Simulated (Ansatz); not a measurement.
CoO:

```
Co O
1.0
    -1.50800    1.50800    2.10725
     1.50800   -1.50800    2.10725
     1.50800    1.50800   -2.10725
Co O
1 1
Direct
  0.00000 0.00000 0.00000
  0.50000 0.50000 0.00000
```

- Program: Ansatz 0.2.0
- Task: relaxation of cell and atoms
- Functional: PBE
- Potentials or basis: Ansatz PAW
- Cutoff: 420 eV (not typed: the program's choice for these potentials)
- k mesh: 12 × 12 × 12
- Occupations: fermi-dirac, width 0.05 eV
- Spin: collinear spin, ferromagnetic start
- Starting moments: [2.0, 0.0] μB
- Hubbard terms: Co d U = 4 eV

At the start: volume 9.58 Å³/atom.

Problem. How do energy, volume and symmetry change on relaxing?

Solution. It ends after 20 steps and the volume is 10.17 Å³/atom (+6.1 %); space group R-3m (No. 166, to 0.05 Å); moment 3.00 μB per cell.

The path:
```csv
step,energy change (eV),largest force (eV/Å),volume (Å³)
1,0.0000,0.0000,19.17
2,-0.0457,0.0000,19.79
3,-0.0693,0.0000,20.27
4,-0.0738,0.0000,20.33
5,-0.0743,0.0000,20.30
6,-0.0852,0.0000,20.30
7,-0.0855,0.0000,20.40
8,-0.0854,0.0000,20.42
9,-0.0860,0.0000,20.42
10,-0.0860,0.0000,20.43
11,-0.0860,0.0000,20.43
12,-0.2053,0.0000,20.43
13,-0.2135,0.0000,20.40
14,-0.2281,0.0000,20.25
15,-0.2278,0.0000,20.37
16,-0.2281,0.0000,20.33
17,-0.2288,0.0000,20.33
18,-0.2289,0.0000,20.34
19,-0.2289,0.0000,20.34
20,-0.2289,0.0000,20.34
```

Final structure:
```
Co O
1.0
    -1.53885    1.53934    2.17749
     1.53885   -1.51000    2.15649
     1.53885    1.51000   -2.15649
Co O
1 1
Direct
  0.00000 0.00000 0.00000
  0.50000 0.50000 0.00000
```

Caveat: the magnetic or orbital state may not be the lowest; the plane-wave basis is chosen anew once the cell has moved, so the energies of steps on either side of that aren't comparable; the pressure holds a Pulay correction of +0.7 GPa for the finite cutoff; a cell with one magnetic atom can't hold antiferromagnetic order, which such compounds often take.
